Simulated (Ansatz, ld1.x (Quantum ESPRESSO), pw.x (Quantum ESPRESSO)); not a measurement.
**zinc: one change to the RRKJ potential, in the atom and in the bcc crystal**

zinc (Zn), norm-conserving RRKJ (Kleinman–Bylander form), made with ld1.x (Quantum ESPRESSO) 7.5 (PBE, scalar-relativistic). Core [Ar] 3d10, reference 4s1 4p1. Waves: 4s (bound): rc 2.15 bohr; 4p (bound): rc 2.60 bohr. Local part: all-electron potential smoothed inside 1.70 bohr (lloc = -1). Core correction: Bessel-smoothed model core, default radius (core density twice the valence density). rho0 = 0.001.

Change: reference 4s1.5 4p0.5.

Cutoffs, loose and tight: the cutoffs (Ry, on a coarse ladder) from which the occupation-weighted sum of valence levels, in a spherical-Bessel basis at the reference potential, stays within 10 and 1 mRy of its value at 400 Ry. They do not see the model core or the augmentation charge, which bear on the density cutoff. Test errors are all-electron minus pseudo excitation energies from the reference, over the configurations 4s2 4p0; 4s1 4p0; 4s1.5 4p0; 4s0 4p1; 4s0 4p2; variants that change the core or the reference have their own tests.

Crystal test: bcc Zn in pw.x 7.5, no spin, 15³ k-points, Fermi–Dirac smearing 0.01 Ry, cutoffs set for each file from its atomic test. The reference is all-electron LAPW (Ansatz 0.2.0) with the same functional, mesh and smearing; V0 and B0 come from Birch–Murnaghan fits to the pressures at five volumes. Errors are pseudo minus all-electron; Δ is the rms difference of the E(V) curves that follow from these fits, minima aligned, over ±6 % about the mean V0. Mesh and smearing are coarse, so the numbers serve the comparison and aren't converged zero-temperature values; the lattice is a test structure that the element need not adopt.

All-electron: a0 = 3.134 Å (V0 = 15.39 Å³/atom), B0 = 64.0 GPa.

Question: Does the change bring the crystal closer to the all-electron result?

Answer: The mean pressure error goes from -21.28 to -22.99 GPa, a small move against the size of the error. Neither pressure curve crosses zero within the volumes sampled, so no fits are given.

```tsv
quantity	base	changed
outcome (atom)	generated	generated
cutoff, loose (atom)	10 Ry	12 Ry
cutoff, tight (atom)	30 Ry	30 Ry
bound ghosts (atom)	none	none
largest test error (meV) (atom)	-93	-159
cutoffs in pw.x (Ry)	50/200	50/200
mean pressure error (GPa)	-21.28	-22.99
```

Base: This is a poor potential for the solid. The pseudo pressure rises with volume over the whole range, a mechanical instability. Changed file: This is a poor potential for the solid. The pseudo pressure rises with volume over the whole range, a mechanical instability.
